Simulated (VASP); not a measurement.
Write the native input for VASP 6.6.1 that does the following.

```
Task                   : single point
Functional             : PBEsol
Potentials or basis    : VASP PAW PBE potentials, release 64 (Mn_pv, O)
Cutoff                 : 520 eV
k mesh                 : 7 × 7 × 7
Occupations            : gaussian, width 0.05 eV
Spin                   : collinear spin, random start
Starting moments       : [-4.67, 0.0] μB
Hubbard terms          : Mn d U = 5 eV
Further INCAR settings : ALGO = Normal; EDIFF = 1e-06
```

The structure of MnO lies in POSCAR:

```
MnO
1.0
    0.0000000000      2.4365134300      2.4365134300
    2.4365134300      0.0000000000      2.4365134300
    2.4365134300      2.4365134300      0.0000000000
Mn O
1 1
Direct
    0.0000000000      0.0000000000      0.0000000000
    0.2500000000      0.2500000000      0.2500000000
```

Measurements of this composition are mostly on another form, of space group No. 225.

The input as run:

INCAR

```
ALGO = Normal
EDIFF = 1E-6
ENCUT = 520
GGA = PS
ISIF = 2
ISMEAR = 0
ISPIN = 2
LASPH = True
LCHARG = True
LDAU = True
LDAUJ = 0 0
LDAUL = 2 -1
LDAUPRINT = 1
LDAUTYPE = 2
LDAUU = 5 0
LELF = True
LMAXMIX = 4
LORBIT = 11
LREAL = False
LVHAR = True
LWAVE = False
MAGMOM = -4.67 0
NELM = 100
PREC = Accurate
SIGMA = 0.05
```

KPOINTS

```
k-points
0
Gamma
  7 7 7
```

Potentials or basis: VASP PAW PBE potentials, release 64 (Mn_pv, O).

Run with:

```bash
$ cat potpaw_PBE.64/Mn_pv/POTCAR potpaw_PBE.64/O/POTCAR > POTCAR
$ mpirun -np 1 vasp_std > vasp.out
```

Results of the run:

```yaml
Pressure: -4.4 GPa
Band_gap_on_the_k_mesh: none (metal or under the smearing width)
Net_moment: -5.00 μB per cell
Site_moments: Mn -4.64; O -0.07 μB
Valence_electrons_inside_the_program's_atomic_spheres: Mn 11.35; O 4.97
```

Caveat: the PAW data sets were made with another functional, which shifts forces and pressure a little; a cell with one magnetic atom can't hold antiferromagnetic order, which such compounds often take.

Run time: 40 s on 1 thread of AMD EPYC 7R43 64-Core Processor (Zen 3), on a shared host, peak memory 0.13 GiB.
